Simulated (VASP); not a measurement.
# From one sheet to two: 2H-MoS2 monolayer, part 2 of 9

Aim: relax 2H-MoS2 monolayer, place its levels against the vacuum, then find how two sheets stack and bind.

VASP 6.6.1, plane waves and PAW; the level of theory is named at each step.

So far: The structure; Relaxing the monolayer.

## (2) Relaxing the monolayer (continued)

Level of this step: r2SCAN with rVV10, no spin polarisation; plane waves and PAW (Mo, S) (VASP).

OUTCAR, selected parts (step 2):

```text
ion  position               nearest neighbor table
   1  0.333  0.667  0.500-   2 2.41   3 2.41   2 2.41   3 2.41   2 2.41   3 2.41
   2  0.667  0.333  0.429-   1 2.41   1 2.41   1 2.41
   3  0.667  0.333  0.571-   1 2.41   1 2.41   1 2.41

  LATTYP: Found a hexagonal cell.
 ALAT       =     3.1800000000
 C/A-ratio  =     6.9182389937

 Subroutine GETGRP returns: Found 12 space group operations
 (whereof 12 operations were pure point group operations)

The static configuration has the point symmetry D_3h.

 Found     19 irreducible k-points:

   k-points           NKPTS =     19   k-points in BZ     NKDIM =     19   number of bands    NBANDS=     15

   dimension x,y,z NGX =    16 NGY =   16 NGZ =  108
   dimension x,y,z NGXF=    32 NGYF=   32 NGZF=  216

   ENCUT  =  350.0 eV  25.72 Ry    5.07 a.u.   4.85  4.85 33.56*2*pi/ulx,y,z

   NELECT =      18.0000    total number of electrons

 k-points in reciprocal lattice and weights: Automatic mesh
   0.00000000  0.00000000  0.00000000       0.007
   0.08333333  0.00000000  0.00000000       0.042
   0.16666667 -0.00000000  0.00000000       0.042
   0.25000000 -0.00000000  0.00000000       0.042
   0.33333333  0.00000000  0.00000000       0.042
   0.41666667 -0.00000000  0.00000000       0.042
   0.50000000 -0.00000000  0.00000000       0.021
   0.08333333  0.08333333  0.00000000       0.042
   0.16666667  0.08333333  0.00000000       0.083
[...]
0.33333333  0.25000000  0.00000000       0.083
   0.33333333  0.33333333  0.00000000       0.014

 dipolmoment           0.000000      0.000000      0.000000 electrons x Angstroem

 average (electrostatic) potential at core
       1 -50.8646       2 -97.2177       3 -97.2177

 E-fermi :  -2.9214

 k-point     1 :       0.0000    0.0000    0.0000
  band No.  band energies     occupation
    ...
      5      -5.8185      2.00000
      6      -4.9244      2.00000
      7      -4.6414      2.00000
      8      -4.6414      2.00000
      9      -3.0576      2.00000
     10      -0.0573      0.00000
     11      -0.0573      0.00000
     12       0.1720      0.00000
     13       0.1720      0.00000
     14       2.9414      0.00000
    ...

 k-point     2 :       0.0833    0.0000    0.0000
  band No.  band energies     occupation
    ...
      5      -5.7055      2.00000
      6      -5.4389      2.00000
      7      -4.8126      2.00000
      8      -4.2933      2.00000
      9      -3.1124      2.00000
     10      -0.1823      0.00000
     11      -0.1062      0.00000
     12       0.0502      0.00000
     13       0.1262      0.00000
     14       3.1042      0.00000
    ...

 k-point     3 :       0.1667   -0.0000    0.0000
  band No.  band energies     occupation
    ...
      5      -6.1161      2.00000
      6      -5.3904      2.00000
      7      -5.2178      2.00000
      8      -4.1961      2.00000
      9      -3.3549      2.00000
     10      -0.5560      0.00000
     11      -0.2346      0.00000
     12      -0.2216      0.00000
     13       0.5463      0.00000
     14       3.5211      0.00000
    ...

  Total       -0.0132190     -0.0132190     -0.0251353      0.0000000     -0.0000000      0.0000000
  in kB       -0.1103559     -0.1103559     -0.2098362      0.0000000     -0.0000000      0.0000000
  external PRESSURE =      -0.1435160 kB  Pullay stress =       0.0000000 kB

  energy-cutoff  :      350.00
  volume of cell :      191.92
      direct lattice vectors                 reciprocal lattice vectors
     3.173806931 -0.000000000  0.000000000     0.315079027  0.181910961  0.000000000
    -1.586903465  2.748597429  0.000000000     0.000000000  0.363821922  0.000000000
     0.000000000  0.000000000 22.000000000     0.000000000  0.000000000  0.045454545

 POSITION                                       TOTAL-FORCE (eV/Angst)
 -----------------------------------------------------------------------------------
     -0.00000      1.83240     11.00000        -0.000000      0.000000      0.000000
      1.58690      0.91620      9.44135         0.000000     -0.000000     -0.006357
      1.58690      0.91620     12.55865         0.000000      0.000000      0.006357
 -----------------------------------------------------------------------------------
    total drift:                                0.000002     -0.000001      0.000000

  FREE ENERGIE OF THE ION-ELECTRON SYSTEM (eV)
  ---------------------------------------------------
  free  energy   TOTEN  =       -44.3951929760 eV

  energy  without entropy=      -44.3951929760  energy(sigma->0) =      -44.39519298

 reached required accuracy - stopping structural energy minimisation

 vacuum level on the upper side and lower side of the slab         3.093         3.093

 total charge
# of ion       s       p       d       tot
------------------------------------------
    1        0.417   0.610   4.414   5.441
    2        1.355   2.358   0.000   3.712
    3        1.355   2.358   0.000   3.712
--------------------------------------------------
tot          3.126   5.326   4.414  12.865

[... 3 further parts left out ...]
```

CONTCAR:

```
MoS2
   1.00000000000000
     3.1738069309699197   -0.0000000000000000    0.0000000000000000
    -1.5869034654849599    2.7485974288927628    0.0000000000000000
     0.0000000000000000    0.0000000000000000   22.0000000000000000
  Mo              S
     1     2
Direct
     0.3333333332999970    0.6666666667000030    0.5000000000000000
     0.6666666667000030    0.3333333332999970    0.4291524294312893
     0.6666666667000030    0.3333333332999970    0.5708475705687106
```

This run has no spin polarisation, although Mo can carry a moment. The gap is read on the k-mesh alone, so it is an upper bound where the band edges lie off the mesh. The PAW data sets were made with PBE, which is usual practice but a small mismatch for other functionals. The data set Mo keeps the semicore shell frozen, which is cheaper and a little less accurate. The run keeps the 12 symmetry operations of its start, so it cannot find a distortion of lower symmetry.

Relaxation path:

```csv
step,energy less that of the first step (eV),largest force (eV/Å),pressure (GPa),volume (Å³)
1,0.0000,0.1632,-0.37,192.67
2,-0.0008,0.0705,0.25,190.76
3,-0.0017,0.0289,-0.01,191.56
4,-0.0017,0.0321,-0.02,191.59
5,-0.0018,0.0150,0.00,191.73
6,-0.0018,0.0064,-0.01,191.92
```

```csv
cell as run,before,after,change
a (Å),3.180,3.174,-0.2 %
b (Å),3.180,3.174,-0.2 %
```

The relaxed structure:

```
Mo S
1.0
     3.17381    0.00000    0.00000
    -1.58690    2.74860    0.00000
     0.00000    0.00000   22.00000
Mo S
1 2
Cartesian
  0.0000 1.8324 11.0000
  1.5869 0.9162 9.4414
  1.5869 0.9162 12.5586
```

Numbers from this step:

| Item | Value |
| --- | --- |
| electronic cycles | 53 |
| electrons | 18 |
| free energy (TOTEN) | -44.40 eV |
| Fermi energy | -2.921 eV |
| metallic | no |
| dipole moment | 0, 0, 0 e·Å |
| gap on the k-mesh | 1.801 eV |
| least direct gap on the k-mesh | 1.806 eV |

The run ended after 6 ionic steps, 0.002 eV below its first step, once forces and stress met EDIFFG = -0.015.

## (3) A second relaxation

The plane waves were chosen for the start cell, so the relaxation is repeated from its end.

File INCAR:

```
SYSTEM = MoS2
PREC = Normal
ENCUT = 350
EDIFF = 1E-06
NELM = 120
ISMEAR = 0
SIGMA = 0.03
LREAL = .FALSE.
ALGO = Normal
METAGGA = R2SCAN
LUSE_VDW = .TRUE.
IVDW_NL = 2
BPARAM = 11.95
CPARAM = 0.0093
LASPH = .TRUE.
NBANDS = 15
LORBIT = 11
LWAVE = .FALSE.
LCHARG = .FALSE.
KPAR = 4
IBRION = 2
NSW = 30
ISIF = 3
EDIFFG = -0.015
POTIM = 0.4
IDIPOL = 3
LDIPOL = .TRUE.
DIPOL = 0.5 0.5 0.5
LATTICE_CONSTRAINTS = .TRUE. .TRUE. .FALSE.
```

File POSCAR:

```
MoS2
1.0
    3.1738069310      0.0000000000      0.0000000000
   -1.5869034655      2.7485974289      0.0000000000
    0.0000000000      0.0000000000     22.0000000000
Mo S
1 2
Direct
    0.3333333333      0.6666666667      0.5000000000
    0.6666666667      0.3333333333      0.4291524294
    0.6666666667      0.3333333333      0.5708475706
```

File KPOINTS:

```
Automatic mesh
0
Gamma
12 12 1
0 0 0
```

Potentials, in the order of the species: Mo and S (PBE family, release 64).

The run is started by

```console
$ mpirun -np 4 vasp_std
```

The program printed:

```text
[banner, memory and clock lines left out]
running    4 mpi-ranks, on    1 nodes
 distrk:  each k-point on    1 cores,    4 groups
 distr:  one band on    1 cores,    1 groups

 POSCAR found type information on POSCAR MoS
 POSCAR found :  2 types and       3 ions
 [... a notice as in an earlier step ...]

 [... a notice as in an earlier step ...]

 LDA part: xc-table for (None), standard interpolation
 POSCAR, INCAR and KPOINTS ok, starting setup
 FFT: planning ... GRIDC
 FFT: planning ... GRID_SOFT
 FFT: planning ... GRID
 WAVECAR not read
 entering main loop
       N       E                     dE             d eps       ncg     rms          rms(c)
Total rVV10 correction in eV:      0.5468346    24.2361291
Total rVV10 correction in eV:      0.5468346    24.2361291
Total rVV10 correction in eV:      0.5468346    24.2361291
Total rVV10 correction in eV:      0.5468346    24.2361291
DAV:   1     0.852805195794E+02    0.85281E+02   -0.52039E+03   578   0.649E+02
DAV:   2    -0.372311265413E+02   -0.12251E+03   -0.11552E+03   883   0.164E+02
DAV:   3    -0.486744897524E+02   -0.11443E+02   -0.11300E+02   787   0.606E+01
DAV:   4    -0.488784579505E+02   -0.20397E+00   -0.20367E+00   689   0.979E+00
DAV:   5    -0.488842622268E+02   -0.58043E-02   -0.58037E-02   804   0.157E+00    0.262E+01
Total rVV10 correction in eV:      0.5470434    24.2372328
Total rVV10 correction in eV:      0.5470434    24.2372328
Total rVV10 correction in eV:      0.5470434    24.2372328
Total rVV10 correction in eV:      0.5470434    24.2372328
DAV:   6    -0.447837835829E+02    0.41005E+01   -0.67239E+00   710   0.199E+01    0.105E+01
Total rVV10 correction in eV:      0.5415638    24.2385856
Total rVV10 correction in eV:      0.5415638    24.2385856
Total rVV10 correction in eV:      0.5415638    24.2385856
Total rVV10 correction in eV:      0.5415638    24.2385856
DAV:   7    -0.445647756047E+02    0.21901E+00   -0.25636E+00   724   0.156E+01    0.786E+00
Total rVV10 correction in eV:      0.5431318    24.2381093
Total rVV10 correction in eV:      0.5431318    24.2381093
Total rVV10 correction in eV:      0.5431318    24.2381093
Total rVV10 correction in eV:      0.5431318    24.2381093
DAV:   8    -0.443818791652E+02    0.18290E+00   -0.34351E-01   710   0.550E+00    0.103E+00
Total rVV10 correction in eV:      0.5445917    24.2381618
Total rVV10 correction in eV:      0.5445917    24.2381618
Total rVV10 correction in eV:      0.5445917    24.2381618
Total rVV10 correction in eV:      0.5445917    24.2381618
DAV:   9    -0.443928170019E+02   -0.10938E-01   -0.44422E-02   759   0.157E+00    0.336E-01
Total rVV10 correction in eV:      0.5459411    24.2381153
Total rVV10 correction in eV:      0.5459411    24.2381153
Total rVV10 correction in eV:      0.5459411    24.2381153
Total rVV10 correction in eV:      0.5459411    24.2381153
DAV:  10    -0.443922829691E+02    0.53403E-03   -0.28287E-03   703   0.428E-01    0.929E-02
Total rVV10 correction in eV:      0.5467957    24.2379760
Total rVV10 correction in eV:      0.5467957    24.2379760
Total rVV10 correction in eV:      0.5467957    24.2379760
Total rVV10 correction in eV:      0.5467957    24.2379760
DAV:  11    -0.443928074124E+02   -0.52444E-03   -0.66470E-04   703   0.190E-01    0.573E-02
Total rVV10 correction in eV:      0.5473984    24.2378124
Total rVV10 correction in eV:      0.5473984    24.2378124
Total rVV10 correction in eV:      0.5473984    24.2378124
Total rVV10 correction in eV:      0.5473984    24.2378124
DAV:  12    -0.443932406865E+02   -0.43327E-03   -0.18138E-04   703   0.861E-02    0.553E-02
Total rVV10 correction in eV:      0.5487278    24.2373240
Total rVV10 correction in eV:      0.5487278    24.2373240
Total rVV10 correction in eV:      0.5487278    24.2373240
Total rVV10 correction in eV:      0.5487278    24.2373240
DAV:  13    -0.443940498959E+02   -0.80921E-03   -0.74014E-04   640   0.158E-01    0.269E-02
Total rVV10 correction in eV:      0.5489437    24.2371607
Total rVV10 correction in eV:      0.5489437    24.2371607
Total rVV10 correction in eV:      0.5489437    24.2371607
Total rVV10 correction in eV:      0.5489437    24.2371607
DAV:  14    -0.443941717054E+02   -0.12181E-03   -0.23535E-05   675   0.357E-02    0.227E-02
Total rVV10 correction in eV:      0.5493777    24.2367356
Total rVV10 correction in eV:      0.5493777    24.2367356
Total rVV10 correction in eV:      0.5493777    24.2367356
Total rVV10 correction in eV:      0.5493777    24.2367356
DAV:  15    -0.443945125367E+02   -0.34083E-03   -0.63941E-05   633   0.511E-02    0.223E-02
Total rVV10 correction in eV:      0.5496774    24.2364813
Total rVV10 correction in eV:      0.5496774    24.2364813
Total rVV10 correction in eV:      0.5496774    24.2364813
Total rVV10 correction in eV:      0.5496774    24.2364813
DAV:  16    -0.443947464309E+02   -0.23389E-03   -0.48285E-05   682   0.425E-02    0.102E-02
Total rVV10 correction in eV:      0.5497607    24.2362889
Total rVV10 correction in eV:      0.5497607    24.2362889
Total rVV10 correction in eV:      0.5497607    24.2362889
Total rVV10 correction in eV:      0.5497607    24.2362889
DAV:  17    -0.443949030923E+02   -0.15666E-03   -0.37426E-05   689   0.330E-02    0.791E-03
Total rVV10 correction in eV:      0.5497648    24.2361823
Total rVV10 correction in eV:      0.5497648    24.2361823
Total rVV10 correction in eV:      0.5497648    24.2361823
Total rVV10 correction in eV:      0.5497648    24.2361823
DAV:  18    -0.443949797535E+02   -0.76661E-04   -0.13967E-05   717   0.183E-02    0.587E-03
Total rVV10 correction in eV:      0.5497531    24.2361384
Total rVV10 correction in eV:      0.5497531    24.2361384
Total rVV10 correction in eV:      0.5497531    24.2361384
Total rVV10 correction in eV:      0.5497531    24.2361384
DAV:  19    -0.443950014619E+02   -0.21708E-04   -0.22864E-06   701   0.894E-03    0.202E-03
Total rVV10 correction in eV:      0.5497478    24.2361206
Total rVV10 correction in eV:      0.5497478    24.2361206
Total rVV10 correction in eV:      0.5497478    24.2361206
Total rVV10 correction in eV:      0.5497478    24.2361206
DAV:  20    -0.443950081912E+02   -0.67293E-05   -0.95099E-07   599   0.849E-03    0.200E-03
Total rVV10 correction in eV:      0.5497480    24.2361185
Total rVV10 correction in eV:      0.5497480    24.2361185
Total rVV10 correction in eV:      0.5497480    24.2361185
Total rVV10 correction in eV:      0.5497480    24.2361185
DAV:  21    -0.443950092966E+02   -0.11054E-05   -0.12003E-07   579   0.324E-03    0.595E-04
Total rVV10 correction in eV:      0.5497470    24.2361188
Total rVV10 correction in eV:      0.5497470    24.2361188
Total rVV10 correction in eV:      0.5497470    24.2361188
Total rVV10 correction in eV:      0.5497470    24.2361188
DAV:  22    -0.443950096468E+02   -0.35018E-06   -0.13327E-07   495   0.355E-03
Total rVV10 correction in eV:      0.5497458    24.2361210
Total rVV10 correction in eV:      0.5497458    24.2361210
Total rVV10 correction in eV:      0.5497458    24.2361210
Total rVV10 correction in eV:      0.5497458    24.2361210
Total rVV10 correction in eV:      0.5497466    24.2361196
Total rVV10 correction in eV:      0.5497466    24.2361196
Total rVV10 correction in eV:      0.5497466    24.2361196
Total rVV10 correction in eV:      0.5497466    24.2361196
   1 F= -.44395010E+02 E0= -.44395010E+02  d E =-.443950E+02
 curvature:   0.00 expect dE= 0.000E+00 dE for cont linesearch  0.000E+00
 trial: gam= 0.00000 g(F)=  0.254E-05 g(S)=  0.501E-05 ort = 0.000E+00 (trialstep = 0.100E+01)
 search vector abs. value=  0.755E-05
 reached required accuracy - stopping structural energy minimisation
```

Run time: 81 s. Hardware: 4 MPI ranks of AMD EPYC 7R43, shared host; peak memory 1 GiB.

Parts of OUTCAR (step 3):

```text
  LATTYP: Found a hexagonal cell.
 ALAT       =     3.1738069310
 C/A-ratio  =     6.9317385960

The static configuration has the point symmetry D_3h.

 Found     19 irreducible k-points:

   ENCUT  =  350.0 eV  25.72 Ry    5.07 a.u.   4.84  4.84 33.56*2*pi/ulx,y,z

   NELECT =      18.0000    total number of electrons

 E-fermi :  -2.9215

 k-point     1 :       0.0000    0.0000    0.0000
  band No.  band energies     occupation
    ...
      5      -5.8196      2.00000
      6      -4.9254      2.00000
      7      -4.6424      2.00000
      8      -4.6424      2.00000
      9      -3.0587      2.00000
     10      -0.0584      0.00000
     11      -0.0584      0.00000
     12       0.1710      0.00000
     13       0.1710      0.00000
     14       2.9320      0.00000
    ...

 k-point     2 :       0.0833   -0.0000    0.0000
  band No.  band energies     occupation
    ...
      5      -5.7065      2.00000
      6      -5.4399      2.00000
      7      -4.8136      2.00000
      8      -4.2944      2.00000
      9      -3.1135      2.00000
     10      -0.1833      0.00000
     11      -0.1073      0.00000
     12       0.0492      0.00000
     13       0.1252      0.00000
     14       3.0947      0.00000
    ...

  Total       -0.0139487     -0.0139487     -0.0238635      0.0000000     -0.0000000     -0.0000000
  in kB       -0.1164471     -0.1164471     -0.1992189      0.0000000     -0.0000000     -0.0000000
  external PRESSURE =      -0.1440377 kB  Pullay stress =       0.0000000 kB

  energy-cutoff  :      350.00
  volume of cell :      191.92
      direct lattice vectors                 reciprocal lattice vectors
     3.173806931  0.000000000  0.000000000     0.315079027  0.181910961  0.000000000
    -1.586903466  2.748597429  0.000000000     0.000000000  0.363821922  0.000000000
     0.000000000  0.000000000 22.000000000     0.000000000  0.000000000  0.045454545

 POSITION                                       TOTAL-FORCE (eV/Angst)
 -----------------------------------------------------------------------------------
     -0.00000      1.83240     11.00000         0.000000     -0.000000      0.000000
      1.58690      0.91620      9.44135        -0.000000      0.000000     -0.005740
      1.58690      0.91620     12.55865        -0.000000      0.000000      0.005740
 -----------------------------------------------------------------------------------
    total drift:                                0.000004     -0.000002      0.000000

  FREE ENERGIE OF THE ION-ELECTRON SYSTEM (eV)
  ---------------------------------------------------
  free  energy   TOTEN  =       -44.3950096468 eV

  energy  without entropy=      -44.3950096468  energy(sigma->0) =      -44.39500965

 vacuum level on the upper side and lower side of the slab         3.108         3.108

[... 7 parts as in an earlier step ...]

[... 6 further parts left out ...]
```

CONTCAR:

```
MoS2
   1.00000000000000
     3.1738069310000001    0.0000000000000000    0.0000000000000000
    -1.5869034655000001    2.7485974289000001    0.0000000000000000
     0.0000000000000000    0.0000000000000000   22.0000000000000000
  Mo              S
     1     2
Direct
     0.3333333332999970    0.6666666667000030    0.5000000000000000
     0.6666666667000030    0.3333333332999970    0.4291524293999984
     0.6666666667000030    0.3333333332999970    0.5708475706000016
```

Little changed from the start: no atom moved by 0.005 Å and no cell edge by 0.1 %.

Numbers from this step:

* electronic cycles: 22

The start already met the threshold, so nothing moved.

(Continued in part 3 of 9.)

[Lines on the potential files, build, host, timing and source positions are cut from VASP's logs without a mark.]

[Logs are printed without paths, hosts, clocks, repeated set-up lines and the standing remarks that a program may print on its own settings, such as how far it seeks lower states.]

[Hosts, paths, dates, database ids (printed as entryN), source tags and the programs' standing remarks are cut or masked in the printed files.]

[Runs that stopped without an error message from VASP are left out.]
